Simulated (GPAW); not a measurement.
# AlN (P6_3mc) in GPAW: equation of state with PBE

Aim: the equation of state of AlN with PBE.

Everything below comes from runs of GPAW 26.7.0. Logs are shortened: lines on timing, memory, paths and dates and some standing lists are left out, and cuts for length are marked. The log counts tension as positive stress, the text compression.

## Step 1: The crystal as given

The structure is hexagonal, space group P6_3mc (No. 186). The conventional cell has a = 3.113 Å, b = 3.113 Å, c = 4.981 Å, α = 90.00°, β = 90.00°, γ = 120.00°. Around Al (site symmetry 3m) lie 4 N at 1.89 Å. N (site symmetry 3m) has 4 Al at 1.89 Å as nearest neighbours.

## Step 2: Equation of state, PBE

run.py reads:

```python
from ase.eos import EquationOfState
from ase.io import Trajectory
from ase.spacegroup import crystal
from ase.units import GPa
from gpaw import GPAW

# Al 2b
# N 2b
atoms = crystal(['Al', 'N'],
                basis=[[0.6666666667, 0.3333333333, 0.5],
                       [0.6666666667, 0.3333333333, 0.88]],
                spacegroup=186, setting=1,  # P6_3mc
                cellpar=[3.113, 3.113, 4.981, 90.0, 90.0, 120.0],
                primitive_cell=True)

traj = Trajectory('eos.traj', 'w')
volumes, energies = [], []
for x in [0.94, 0.96, 0.98, 1.0, 1.02, 1.04, 1.06]:
    a = atoms.copy()
    a.set_cell(atoms.cell * x**(1 / 3), scale_atoms=True)
    calc = GPAW(mode='lcao',
                h=0.18,
                basis='szp(dzp)',
                xc='PBE',
                kpts={'size': (7, 7, 4), 'gamma': True},
                occupations={'name': 'fermi-dirac', 'width': 0.05},
                convergence={'density': 1e-05, 'energy': 1e-05},
                maxiter=150,
                txt=f'eos-{x:.2f}.txt')
    a.calc = calc
    energies.append(a.get_potential_energy(force_consistent=True))
    volumes.append(a.get_volume())
    calc.write(f'eos-{x:.2f}.gpw')
    traj.write(a)
    print(f'{x:.2f} {volumes[-1]:10.4f} A^3 {energies[-1]:14.6f} eV', flush=True)

v0, e0, B = EquationOfState(volumes, energies, eos='birchmurnaghan').fit()
print(f'V0 = {v0:.4f} A^3, E0 = {e0:.6f} eV, B0 = {B / GPa:.2f} GPa')
```

Potentials or basis: GPAW PAW data sets (gpaw-data 1.2.1), lcao:szp(dzp).

On the command line:

```
$ OMP_NUM_THREADS=1 python run.py
```

Output:

```text
__  _  _
 | _ |_)|_||  |
 |__||  | ||/\| - 26.7.0

Input parameters:
  mode=LCAO(),
  basis={'default': 'szp(dzp)'},
  convergence={'density': 1e-05, 'energy': 1e-05},
  h=0.18,
  kpts=MonkhorstPack(size=(7, 7, 4), gamma=True),
  maxiter=150,
  occupations=Occupations(name='fermi-dirac', width=0.05),
  xc=XC(name='PBE')

           N

           Al
        N

        Al

Atoms  # Å, Bohr magnetons
|   | symbol |         x |        y |        z |    initial magnetic moments |
|---|--------|-----------|----------|----------|-----------------------------|
| 0 |     Al |  1.524726 | 0.880301 | 2.439659 | ( 0.0000,  0.0000,  0.0000) |
| 1 |     Al | -0.000000 | 1.760602 | 0.000000 | ( 0.0000,  0.0000,  0.0000) |
| 2 |      N |  1.524726 | 0.880301 | 4.293800 | ( 0.0000,  0.0000,  0.0000) |
| 3 |      N | -0.000000 | 1.760602 | 1.854141 | ( 0.0000,  0.0000,  0.0000) |

Unit cell  # Å
| periodic |         x |        y |        z |  lengths |     angles |
|----------|-----------|----------|----------|----------|------------|
|      yes |  3.049452 | 0.000000 | 0.000000 | 3.049452 |  90.000000 |
|      yes | -1.524726 | 2.640903 | 0.000000 | 3.049452 |  90.000000 |
|      yes |  0.000000 | 0.000000 | 4.879318 | 4.879318 | 120.000000 |

Number of symmetries: 6
Symmetry operations  # r_c * U_cc + t_c -> r_c
|   | kind |            matrix            |
|---|------|------------------------------|
| 0 |  σ   |  1, 1, 0,  0,-1, 0,  0, 0, 1 |
| 1 |  E   |  1, 0, 0,  0, 1, 0,  0, 0, 1 |
| 2 |  C3  |  0, 1, 0, -1,-1, 0,  0, 0, 1 |
| 3 |  σ   |  0,-1, 0, -1, 0, 0,  0, 0, 1 |
| 4 |  σ   | -1, 0, 0,  1, 1, 0,  0, 0, 1 |
| 5 |  C3  | -1,-1, 0,  1, 0, 0,  0, 0, 1 |

BZ-sampling:
  Number of BZ points: 196
  Number of IBZ points: 28

  Monkhorst-Pack size: [7, 7, 4]
  Monkhorst-Pack shift: [0.0, 0.0, 0.125]

K-points  # in reciprocal-cell coordinates
|     |                                coordinates |     weight |
|-----|--------------------------------------------|------------|
|   0 | (  0.00000000,   0.00000000,   0.00000000) | 0.00510204 |
|   1 | (  0.00000000,   0.00000000,   0.25000000) | 0.01020408 |
|   2 | (  0.00000000,   0.00000000,   0.50000000) | 0.00510204 |
|   3 | (  0.14285714,   0.00000000,  -0.25000000) | 0.03061224 |
|   4 | (  0.14285714,   0.00000000,   0.00000000) | 0.03061224 |
|   5 | (  0.14285714,   0.00000000,   0.25000000) | 0.03061224 |
|   6 | (  0.14285714,   0.00000000,   0.50000000) | 0.03061224 |
|   7 | (  0.28571429,  -0.14285714,   0.00000000) | 0.03061224 |
|   8 | (  0.28571429,  -0.14285714,   0.25000000) | 0.06122449 |
|   9 | (  0.28571429,  -0.14285714,   0.50000000) | 0.03061224 |
| ... |                                            |            |
|  27 | (  0.42857143,   0.42857143,   0.50000000) | 0.03061224 |

basis functions: 36
Spin-components: 1 (collinear spins)
Bands:           14
Projectors:      20
Spin-degeneracy: 2
Datatype:        <class 'complex'>

Parallelization:
  kpt:    1
  domain: 1
  band:   1

Density:
  Valence electrons: 16.0
  Components: 1
  Grid points: [16 16 28]
  Charge: 0.0  # |e|

Potential:
  Grid points: [16 16 28]

species:
  Al:
    name:    Aluminium
    Z:       13.0
    valence: 3
    core:    10
    charge:  0.0  # [|e|]
    compensation charges:
      type: gauss
      rc: 0.34  # [Å]
      lmax: 2
    cutoffs:
      filter: 1.91  # [Å]
      core: 2.36  # [Å]
    projectors
    | kind |    occ | energy [eV] | rcut [Å] |
    |------|--------|-------------|----------|
    |   3s |  2.000 |      -7.753 |    1.085 |
    |   3p |  1.000 |      -2.712 |    1.085 |
    |    s |        |      19.459 |    1.085 |
    |    p |        |      24.499 |    1.085 |
    |    d |        |       0.000 |    1.085 |

    LCAO basis set for Al:
      Name: szp(dzp)
      File: <dir>
      Number of radial functions: 3
      Number of spherical harmonics: 9
        l=0, rc=7.8750 Bohr: 3s-sz confined orbital
        l=1, rc=10.4219 Bohr: 3p-sz confined orbital
        l=2, rc=10.4219 Bohr: d-type Gaussian polarization
      Number of RI-basis functions 0

  N:
    name:    Nitrogen
    Z:       7.0
    valence: 5
    core:    2
    charge:  0.0  # [|e|]
    compensation charges:
      type: gauss
      rc: 0.18  # [Å]
      lmax: 2
    cutoffs:
      filter: 1.11  # [Å]
      core: 0.96  # [Å]
    projectors
    | kind |    occ | energy [eV] | rcut [Å] |
    |------|--------|-------------|----------|
    |   2s |  2.000 |     -18.583 |    0.603 |
    |   2p |  3.000 |      -7.089 |    0.529 |
    |    s |        |       8.629 |    0.603 |
    |    p |        |      20.123 |    0.529 |
    |    d |        |       0.000 |    0.577 |

    LCAO basis set for N:
      Name: szp(dzp)
      File: <dir>
      Number of radial functions: 3
      Number of spherical harmonics: 9
        l=0, rc=4.8594 Bohr: 2s-sz confined orbital
        l=1, rc=6.0625 Bohr: 2p-sz confined orbital
        l=2, rc=6.0625 Bohr: d-type Gaussian polarization
      Number of RI-basis functions 0

Reference energy: -16170.289538  # eV

eigensolver:
  <gpaw.new.lcao.eigensolver.LCAOEigensolver object>
density mixing:
  MSR1-Mixer
  Pratt-step length: 0.05
  Maximum mixing coefficient: 0.75
  Old densities: 10
  SVD Regularization: 0.005
  Good broyden scale: 1.0
  Trust region scale: 1.0
  Backstep threshold: 4.0
  History deletion threshold: 6.0
  Fourier metric: weight=20.0, sigma=0.015

occupation numbers:
  Fermi-Dirac:
    width: 0.0500  # eV

FastPoissonSolver using
    Stencil: 8*3+1=25 point O(h^6) finite-difference Laplacian
    FFT axes: [np.int64(0), np.int64(1), np.int64(2)]
    FST axes: []

xc functional:
  name: PBE with 2 nearest neighbor stencil
interpolation: tri-quintic # 5. degree polynomial

           N

           Al
        N

        Al

Atoms  # Å, Bohr magnetons
|   | symbol |         x |        y |        z |    initial magnetic moments |
|---|--------|-----------|----------|----------|-----------------------------|
| 0 |     Al |  1.524726 | 0.880301 | 2.439659 | ( 0.0000,  0.0000,  0.0000) |
| 1 |     Al | -0.000000 | 1.760602 | 0.000000 | ( 0.0000,  0.0000,  0.0000) |
| 2 |      N |  1.524726 | 0.880301 | 4.293800 | ( 0.0000,  0.0000,  0.0000) |
| 3 |      N | -0.000000 | 1.760602 | 1.854141 | ( 0.0000,  0.0000,  0.0000) |

Unit cell  # Å
| periodic |         x |        y |        z |  lengths |     angles |
|----------|-----------|----------|----------|----------|------------|
|      yes |  3.049452 | 0.000000 | 0.000000 | 3.049452 |  90.000000 |
|      yes | -1.524726 | 2.640903 | 0.000000 | 3.049452 |  90.000000 |
|      yes |  0.000000 | 0.000000 | 4.879318 | 4.879318 | 120.000000 |

Number of symmetries: 6
Symmetry operations  # r_c * U_cc + t_c -> r_c
|   | kind |            matrix            |
|---|------|------------------------------|
| 0 |  σ   |  1, 1, 0,  0,-1, 0,  0, 0, 1 |
| 1 |  E   |  1, 0, 0,  0, 1, 0,  0, 0, 1 |
| 2 |  C3  |  0, 1, 0, -1,-1, 0,  0, 0, 1 |
| 3 |  σ   |  0,-1, 0, -1, 0, 0,  0, 0, 1 |
| 4 |  σ   | -1, 0, 0,  1, 1, 0,  0, 0, 1 |
| 5 |  C3  | -1,-1, 0,  1, 0, 0,  0, 0, 1 |

BZ-sampling:
  Number of BZ points: 196
  Number of IBZ points: 28

  Monkhorst-Pack size: [7, 7, 4]
  Monkhorst-Pack shift: [0.0, 0.0, 0.125]

K-points  # in reciprocal-cell coordinates
|     |                                coordinates |     weight |
|-----|--------------------------------------------|------------|
|   0 | (  0.00000000,   0.00000000,   0.00000000) | 0.00510204 |
|   1 | (  0.00000000,   0.00000000,   0.25000000) | 0.01020408 |
|   2 | (  0.00000000,   0.00000000,   0.50000000) | 0.00510204 |
|   3 | (  0.14285714,   0.00000000,  -0.25000000) | 0.03061224 |
|   4 | (  0.14285714,   0.00000000,   0.00000000) | 0.03061224 |
|   5 | (  0.14285714,   0.00000000,   0.25000000) | 0.03061224 |
|   6 | (  0.14285714,   0.00000000,   0.50000000) | 0.03061224 |
|   7 | (  0.28571429,  -0.14285714,   0.00000000) | 0.03061224 |
|   8 | (  0.28571429,  -0.14285714,   0.25000000) | 0.06122449 |
|   9 | (  0.28571429,  -0.14285714,   0.50000000) | 0.03061224 |
| ... |                                            |            |
|  27 | (  0.42857143,   0.42857143,   0.50000000) | 0.03061224 |

basis functions: 36
Spin-components: 1 (collinear spins)
Bands:           14
Projectors:      20
Spin-degeneracy: 2
Datatype:        <class 'complex'>

Parallelization:
  kpt:    1
  domain: 1
  band:   1

Density:
  Valence electrons: 16.0
  Components: 1
  Grid points: [16 16 28]
  Charge: 0.0  # |e|

Potential:
  Grid points: [16 16 28]

species:
  Al:
    name:    Aluminium
    Z:       13.0
    valence: 3
    core:    10
    charge:  0.0  # [|e|]
    compensation charges:
      type: gauss
      rc: 0.34  # [Å]
      lmax: 2
    cutoffs:
      filter: 1.91  # [Å]
      core: 2.36  # [Å]
    projectors
    | kind |    occ | energy [eV] | rcut [Å] |
    |------|--------|-------------|----------|
    |   3s |  2.000 |      -7.753 |    1.085 |
    |   3p |  1.000 |      -2.712 |    1.085 |
    |    s |        |      19.459 |    1.085 |
    |    p |        |      24.499 |    1.085 |
    |    d |        |       0.000 |    1.085 |

    LCAO basis set for Al:
      Name: szp(dzp)
      File: <dir>
      Number of radial functions: 3
      Number of spherical harmonics: 9
        l=0, rc=7.8750 Bohr: 3s-sz confined orbital
        l=1, rc=10.4219 Bohr: 3p-sz confined orbital
        l=2, rc=10.4219 Bohr: d-type Gaussian polarization
      Number of RI-basis functions 0

  N:
    name:    Nitrogen
    Z:       7.0
    valence: 5
    core:    2
    charge:  0.0  # [|e|]
    compensation charges:
      type: gauss
      rc: 0.18  # [Å]
      lmax: 2
    cutoffs:
      filter: 1.11  # [Å]
      core: 0.96  # [Å]
    projectors
    | kind |    occ | energy [eV] | rcut [Å] |
    |------|--------|-------------|----------|
    |   2s |  2.000 |     -18.583 |    0.603 |
    |   2p |  3.000 |      -7.089 |    0.529 |
    |    s |        |       8.629 |    0.603 |
    |    p |        |      20.123 |    0.529 |
    |    d |        |       0.000 |    0.577 |

    LCAO basis set for N:
      Name: szp(dzp)
      File: <dir>
      Number of radial functions: 3
      Number of spherical harmonics: 9
        l=0, rc=4.8594 Bohr: 2s-sz confined orbital
        l=1, rc=6.0625 Bohr: 2p-sz confined orbital
        l=2, rc=6.0625 Bohr: d-type Gaussian polarization
      Number of RI-basis functions 0

Reference energy: -16170.289538  # eV

eigensolver:
  <gpaw.new.lcao.eigensolver.LCAOEigensolver object>
density mixing:
  MSR1-Mixer
  Pratt-step length: 0.05
  Maximum mixing coefficient: 0.75
  Old densities: 10
  SVD Regularization: 0.005
  Good broyden scale: 1.0
  Trust region scale: 1.0
  Backstep threshold: 4.0
  History deletion threshold: 6.0
  Fourier metric: weight=20.0, sigma=0.015

occupation numbers:
  Fermi-Dirac:
    width: 0.0500  # eV

FastPoissonSolver using
    Stencil: 8*3+1=25 point O(h^6) finite-difference Laplacian
    FFT axes: [np.int64(0), np.int64(1), np.int64(2)]
    FST axes: []

xc functional:
  name: PBE with 2 nearest neighbor stencil
interpolation: tri-quintic # 5. degree polynomial

convergence criteria:
- Maximum integral of absolute [dens]ity change: 1e-05 electrons / valence electron
- Maximum [total energy] change in last 3 cyles: 1e-05 eV / valence electron
- Maximum integral of absolute [eigenst]ate change: 4e-08 eV^2 / valence electron
maximum number of iterations: 150

SCF iterations
|iter     | |      energy | eigst |  dens |
|---------|-|-------------|-------|-------|
|iter:   1| |  -31.185141 |      c|       |
|iter:   2| |  -30.365633 |      c| -0.60 |
|iter:   3| |  -27.906753 |      c| -0.65 |
|iter:   4| |  -27.928473 |      c| -1.33 |
|iter:   5| |  -27.936230 |      c| -1.63 |
|iter:   6| |  -27.936223 |      c| -3.55 |
|iter:   7| |  -27.936223c|      c| -4.18 |
|iter:   8| |  -27.936223c|      c| -5.28c|

Converged in 8 steps
Energy contributions relative to reference atoms: (reference = -16170.289538)

Energy contributions:
  Kinetic:          49.501547
  Coulomb:         -41.216840
  Zero:              0.550066
  External:          0.000000
  Xc:              -36.770996
  Entropy:          -0.000000
  Spinorbit:         0.000000
  ----------------------------
  Free energy:     -27.936223
  Extrapolated:    -27.936223

dipole moment: (-0.000000, 0.000000, -6.572865)  # |e|*Ang

Fermi level: 7.833
Eigenvalues  # (at kpt = [0.000, 0.000, 0.000])
| band index |      eig [eV] | occ [0-2] |
|------------|---------------|-----------|
|          0 |        -8.808 |     2.000 |
|          1 |        -6.437 |     2.000 |
|          2 |         0.489 |     2.000 |
|          3 |         5.974 |     2.000 |
|          4 |         5.980 |     2.000 |
|          5 |         6.686 |     2.000 |
|          6 |         6.693 |     2.000 |
|          7 |         6.928 |     2.000 |
|          8 |        12.120 |     0.000 |
|          9 |        14.344 |     0.000 |
|         10 |        18.459 |     0.000 |
|         11 |        18.460 |     0.000 |
|         12 |        18.769 |     0.000 |
|         13 |        20.794 |     0.000 |

Gap: 5.192 eV
Transition (v -> c):
  (s=0, k=0, n=7, [0.00, 0.00, 0.00]) -> (s=0, k=0, n=8, [0.00, 0.00, 0.00])
No difference between direct/indirect transitions
# Writing to eos-0.94.gpw (mode='')
```

Wall time 13 min (1 thread of Arm Neoverse V1, shared host); peak memory 0.24 GiB.

The run converged, but some of its settings lie outside the range that counts as converged, so its numbers aren't taken as properties of the crystal.

Results:

```yaml
Equilibrium_volume: 10.81 Å³/atom
Bulk_modulus_at_fixed_shape_and_positions: 190 GPa
Pressure_derivative_of_the_bulk_modulus: 4.0
```

Caveat: the cell was scaled at fixed shape and fractional positions, which overstates the stiffness of a crystal with free parameters, most of all of layers and chains; the basis of atomic orbitals isn't converged, which shifts pressures, moduli and gaps.
